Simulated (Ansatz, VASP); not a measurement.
# Two plane-wave programs on BiTe

INCAR

```
SYSTEM = BiTe
ALGO     = Normal         ! electronic algorithm
EDIFF    = 1E-6           ! SCF threshold, eV
EDIFFG   = -0.001         ! ionic threshold
ENCUT    = 600            ! plane-wave cutoff, eV
GGA      = PE             ! functional
IBRION   = 2              ! ionic algorithm
ISIF     = 3              ! what is computed and relaxed
ISMEAR   = -1             ! smearing method
LASPH    = .True.         ! aspherical terms in the spheres
LCHARG   = .False.        ! write CHGCAR
LREAL    = .False.        ! projectors in reciprocal space
LWAVE    = .False.        ! write WAVECAR
NELM     = 80             ! most SCF steps
NSW      = 80             ! ionic steps
PREC     = Accurate       ! precision mode
SIGMA    = 0.15           ! smearing width, eV
```

The input KPOINTS:

```
k-points
0
Gamma
  12 12 12
  0 0 0
```

The input POSCAR:

```
BiTe
1.0
    0.0000000000      3.2511941628      3.2511941628
    3.2511941628      0.0000000000      3.2511941628
    3.2511941628      3.2511941628      0.0000000000
Bi Te
1 1
Direct
    0.0000000000      0.0000000000      0.0000000000
    0.5000000000      0.5000000000      0.5000000000
```

Input for Ansatz:

```yaml
crystal:
  lattice:
    - [0.0, 3.2511941619, 3.2511941619]
    - [3.2511941619, 0.0, 3.2511941619]
    - [3.2511941619, 3.2511941619, 0.0]
  atoms:
    - { symbol: Bi, position: [0.0, 0.0, 0.0] }
    - { symbol: Te, position: [0.5, 0.5, 0.5] }
basis:
  ecutwfc: 420
kpoints:
  mp_grid: { grid: [12, 12, 12] }
hamiltonian:
  xc: pbe
scf:
  occupations: { method: fermi_dirac, width: 0.15 }
output:
  forces: true
  stress: true
  eigenvalues: true
relax:
  adjacent_minimum: "off"
  f_tol: 0.001
  max_steps: 60
  cell: { stress_tol: 0.01 }
```

Alike in both runs: task relaxation of cell and atoms; functional PBE; k mesh 12 × 12 × 12; occupations fermi-dirac, width 0.15 eV; no spin polarisation.

```csv
,VASP,Ansatz
version,VASP 6.6.1,Ansatz 0.2.0
potentials or method,"VASP PAW PBE potentials, release 64 (Bi_d, Te)","scalar-relativistic, plane waves, PAW"
plane-wave cutoff (eV),600,420
valence electrons in the cell,21,31
```

|  | VASP | Ansatz | Ansatz less VASP |
| --- | --- | --- | --- |
| gap on the k mesh at the Fermi level, each at its own relaxed structure (eV) | none | none | - |
| relaxed volume (Å³/atom) | 34.47 | 34.48 | +0.018 |
| relaxed cell length with the largest relative difference (Å) | 4.602 | 4.603 | +0.0008 |

A gap of «none» marks a metal or a gap that the smearing closes. The two sets of potentials don't hold the same shells in valence.

Caveats: spin-orbit coupling is left out, which moves the levels of the heavy elements.
